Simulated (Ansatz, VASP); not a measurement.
## CuO in VASP and in Ansatz

```
Cu O
1.0
     5.44147    0.00000    0.00000
     0.07384    5.44105    0.00000
     0.03306    0.03259    9.78187
Cu O
2 2
Cartesian
  2.7373 0.0163 4.8909
  0.0369 2.7205 0.0000
  0.0906 5.4401 2.4466
  5.4578 0.0335 7.3353
```

Alike in both runs: task single point; functional PBE; k mesh 4 × 4 × 2; occupations gaussian, width 0.1 eV; no spin polarisation.

|  | VASP | Ansatz |
| --- | --- | --- |
| version | VASP 6.6.1 | Ansatz 0.2.0 |
| potentials or method | VASP PAW PBE potentials, release 64 (Cu, O) | scalar-relativistic, plane waves, PAW |
| plane-wave cutoff (eV) | 520 | 420 |
| valence electrons in the cell | 34 | 50 |

VASP gave:

```
gap on the k mesh at the Fermi level (eV)       : none
pressure (GPa)                                  : -2.5
largest component of the traceless stress (GPa) : 0.79
```

Problem. Estimate Ansatz's values.

Solution. gap on the k mesh at the Fermi level (eV): none; pressure (GPa): -2.4; largest component of the traceless stress (GPa): 0.80.

A gap of «none» marks a metal or a gap that the smearing closes. The two sets of potentials don't hold the same shells in valence.

Caveats: the run has no spin polarisation, though such a crystal can be magnetic; semilocal functionals often make such compounds metallic where correlation or magnetic order opens a gap, which also shifts bond lengths.
